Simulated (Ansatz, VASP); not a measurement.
**Cu: VASP beside Ansatz**

The input INCAR:

```
ALGO = Normal
EDIFF = 1E-7
ENCUT = 520
GGA = PS
ISIF = 2
ISMEAR = -1
LASPH = True
LCHARG = False
LREAL = False
LWAVE = False
NBANDS = 12
NELM = 80
PREC = Accurate
SIGMA = 0.05
```

The input KPOINTS:

```
k-points
0
Gamma
  13 13 13
```

POSCAR

```
Cu
1.0
    0.0000000000      1.8075000000      1.8075000000
    1.8075000000      0.0000000000      1.8075000000
    1.8075000000      1.8075000000      0.0000000000
Cu
1
Direct
    0.0000000000      0.0000000000      0.0000000000
```

The input input.yaml:

```yaml
crystal:
  lattice:
    - [0.0, 1.8075, 1.8075]
    - [1.8075, 0.0, 1.8075]
    - [1.8075, 1.8075, 0.0]
  atoms:
    - { symbol: Cu, position: [0.0, 0.0, 0.0] }
hamiltonian:
  xc: pbesol
  pseudopotentials: { kind: paw }
kpoints:
  mp_grid: { grid: [13, 13, 13] }
scf:
  occupations: { method: fermi_dirac, width: 0.05 }
output:
  forces: true
  stress: true
  eigenvalues: true
  write_density: true
  write_potential: true
  elf: true
  volumetric_format: npy
```

Alike in both runs: task single point; functional PBEsol; k mesh 13 × 13 × 13; occupations fermi-dirac, width 0.05 eV; no spin polarisation.

|  | VASP | Ansatz |
| --- | --- | --- |
| version | VASP 6.6.1 | Ansatz 0.2.0 |
| potentials or method | VASP PAW PBE potentials, release 64 (Cu) | Ansatz PAW |
| plane-wave cutoff (eV) | 520 | 420 |
| valence electrons in the cell | 11 | 19 |

|  | VASP | Ansatz | Ansatz less VASP |
| --- | --- | --- | --- |
| gap on the k mesh at the Fermi level (eV) | none | none | - |
| pressure (GPa) | -5.9 | -6.6 | -0.67 |

A gap of «none» marks a metal or a gap that the smearing closes. The functional is the same, so the differences come from potentials, cutoffs and numerics. The two sets of potentials don't hold the same shells in valence.

Caveats: the PAW data sets were made with another functional, which shifts forces and pressure a little (VASP); the PAW data sets come from PBE, with cores solved anew for the run's functional, which leaves a small shift of forces and pressure (Ansatz).
